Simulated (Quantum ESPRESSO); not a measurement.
## Pt in Quantum ESPRESSO: the effect of strain

Pt:

```
CELL_PARAMETERS angstrom
0.00000 1.88246 1.96090
1.88246 0.00000 1.96090
1.88246 1.88246 0.00000
ATOMIC_POSITIONS crystal
Pt 0.00000 0.00000 0.00000
```

Alike in all runs:

| Quantity | Value |
| --- | --- |
| Program | Quantum ESPRESSO 7.5 |
| Task | single point |
| Functional | PBEsol |
| Potentials or basis | SSSP 1.3 efficiency PBE |
| Cutoff | 748 eV |
| Density cutoff | 5987 eV |
| k mesh | 12 × 12 × 12 |
| Occupations | fermi-dirac, width 0.05 eV |
| Spin | no spin polarisation |
| Kind of strain | biaxial_xy |
| Mixing beta | 0.5 |
| Most SCF iterations | 120 |
| SCF threshold | 2e-10 Ry |

Question: One run gave: pressure 5.0 GPa. Which strain did it use?
A. -0.04
B. 0.02
C. 0.01
D. -0.01
E. -0.02

Answer: D.

| strain | pressure (GPa) |
| --- | --- |
| -0.04 | 27.9 |
| -0.02 | 11.7 |
| -0.01 | 5.0 |
| 0 | -1.0 |
| 0.01 | -6.4 |
| 0.02 | -11.1 |
| 0.04 | -18.9 |

Caveats: the potentials were made for another functional, which shifts forces and pressure.

Runs at the PBE level aren't shown here.
